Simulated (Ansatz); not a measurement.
Write the native input for Ansatz 0.2.0 that does the following.

| Property | Result |
| --- | --- |
| Task | single point |
| Functional | PBE |
| Potentials or basis | Ansatz PAW |
| Cutoff | 420 eV (not typed: the program's choice for these potentials) |
| k mesh | 4 × 4 × 4 |
| Occupations | fermi-dirac, width 0.05 eV |
| Spin | no spin polarisation |

The system is HfO2.

```
CELL_PARAMETERS angstrom
5.08032 0.00000 0.00000
0.00000 5.16487 0.00000
0.00000 0.00000 4.89088
ATOMIC_POSITIONS crystal
Hf 0.22259 0.78180 0.27207
Hf 0.72259 0.71820 0.72793
Hf 0.77741 0.21820 0.27207
Hf 0.27741 0.28180 0.72793
O 0.18682 0.16365 0.10453
O 0.68682 0.33635 0.89547
O 0.81318 0.83635 0.10453
O 0.31318 0.66365 0.89547
O 0.00000 0.50000 0.48905
O 0.50000 0.00000 0.51095
O 0.00000 0.00000 0.57562
O 0.50000 0.50000 0.42438
```

The cell comes from a database or a generator and needn't be the stable form of this composition.

The input as run:

input.yaml

```yaml
crystal:
  lattice:
    - [5.0803194, 0.0, 0.0]
    - [0.0, 5.16486745, 0.0]
    - [0.0, 0.0, 4.89088365]
  atoms:
    - { symbol: Hf, position: [0.22259082, 0.78179958, 0.27206794] }
    - { symbol: Hf, position: [0.72259082, 0.71820042, 0.72793206] }
    - { symbol: Hf, position: [0.77740918, 0.21820042, 0.27206794] }
    - { symbol: Hf, position: [0.27740918, 0.28179958, 0.72793206] }
    - { symbol: O, position: [0.18681532, 0.16364878, 0.10453462] }
    - { symbol: O, position: [0.68681532, 0.33635122, 0.89546538] }
    - { symbol: O, position: [0.81318468, 0.83635122, 0.10453462] }
    - { symbol: O, position: [0.31318468, 0.66364878, 0.89546538] }
    - { symbol: O, position: [0.0, 0.5, 0.48905445] }
    - { symbol: O, position: [0.5, 0.0, 0.51094555] }
    - { symbol: O, position: [0.0, 0.0, 0.57562499] }
    - { symbol: O, position: [0.5, 0.5, 0.42437501] }
hamiltonian:
  xc: pbe
  pseudopotentials: { kind: paw }
kpoints:
  mp_grid: { grid: [4, 4, 4] }
scf:
  occupations: { method: fermi_dirac, width: 0.05 }
output:
  forces: true
  stress: true
  eigenvalues: true
```

Potentials or basis: Ansatz PAW.

Run with:

```sh
$ ansatz run input.yaml --threads 4 --pin off --max-ram 11264MiB --backend cpu --events-out ev --progress --plain --runs-dir out
```

Results of the run:

```json
{"Pressure": "9.9 GPa", "Largest force": "0.184 eV/Å", "Band gap on the k mesh": "3.86 eV, direct"}
```

Caveat: the pressure holds a Pulay correction of +0.9 GPa for the finite cutoff; spin-orbit coupling is left out, which moves the levels of the heavy elements.

Run time: 3.6 s on 4 threads of Intel(R) Xeon(R) 6975P-C (Granite Rapids), on a shared host, peak memory 0.7 GiB.
